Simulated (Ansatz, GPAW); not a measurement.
This is a calculation of V for Ansatz 0.2.0. 

Contents of input.yaml:

```yaml
crystal:
  lattice:
    - [-1.51435, 1.51435, 1.51435]
    - [1.51435, -1.51435, 1.51435]
    - [1.51435, 1.51435, -1.51435]
  atoms:
    - { symbol: V, position: [0.0, 0.0, 0.0], spin: 2.0 }
hamiltonian:
  xc: pbe
  pseudopotentials: { kind: paw }
magnetization:
  spin_polarized: true
kpoints:
  mp_grid: { grid: [12, 12, 12] }
scf:
  occupations: { method: gaussian, width: 0.011 }
output:
  forces: true
  stress: true
  eigenvalues: true
```

Potentials or basis: Ansatz PAW.

Command:

```bash
$ ansatz run input.yaml --threads 2 --pin off --max-ram 5632MiB --backend cpu --events-out ev --progress --plain --runs-dir out
```

**Question.** Translate it to GPAW 26.7.0 (ASE script). Potentials or basis there: GPAW PAW data sets (gpaw-data 1.2.1), cutoff 600 eV.

**Answer.** As run (cutoffs and basis follow the program's own potentials, and thresholds, step limits or extra output files can differ):

The input run.py:

```python
from ase.dft.bandgap import bandgap
from ase.io import read, write
from ase.units import GPa
from gpaw import GPAW, PW

atoms = read('POSCAR')
atoms.set_initial_magnetic_moments([2.0])

calc = GPAW(mode=PW(600),
            xc='PBE',
            kpts={'size': (12, 12, 12), 'gamma': True},
            occupations={'name': 'methfessel-paxton', 'order': 0, 'width': 0.011},
            nbands=15,
            convergence={'density': 1e-05, 'energy': 1e-05},
            maxiter=150,
            txt='gpaw.txt')
atoms.calc = calc
energy = atoms.get_potential_energy()
forces = atoms.get_forces()
stress = atoms.get_stress()
calc.write('gs.gpw')
write('result.traj', atoms)
print(f'Energy: {energy:.6f} eV')
print('Forces (eV/A):')
print(forces.round(4))
print('Stress (GPa):', (stress / GPa).round(3))
print('Moments:', calc.get_magnetic_moments().round(3))
print('Fermi level:', round(calc.get_fermi_level(), 4), 'eV')
print(f'Gap: {bandgap(calc)[0]:.4f} eV, direct: {bandgap(calc, direct=True)[0]:.4f} eV')
```

Contents of POSCAR:

```
V
1.0
   -1.5143500000      1.5143500000      1.5143500000
    1.5143500000     -1.5143500000      1.5143500000
    1.5143500000      1.5143500000     -1.5143500000
V
1
Direct
    0.0000000000      0.0000000000      0.0000000000
```

Potentials or basis: GPAW PAW data sets (gpaw-data 1.2.1), pw.

Command:

```sh
$ OMP_NUM_THREADS=1 python run.py
```

Both were run:

|  | Ansatz | GPAW |
| --- | --- | --- |
| Pressure | -5.2 GPa | -4.2 GPa |
| Net moment | -0.12 μB per cell | 0.10 μB per cell |

Ansatz's pressure holds a Pulay term of +0.08 GPa for its cutoff of 420 eV, which the other run lacks.

Where Ansatz's input types no cutoff or centring, it takes its own default and a Γ-centred mesh.

The magnetic state is the one that the start led to; the real crystal's order can differ.

Pressure is positive in compression.
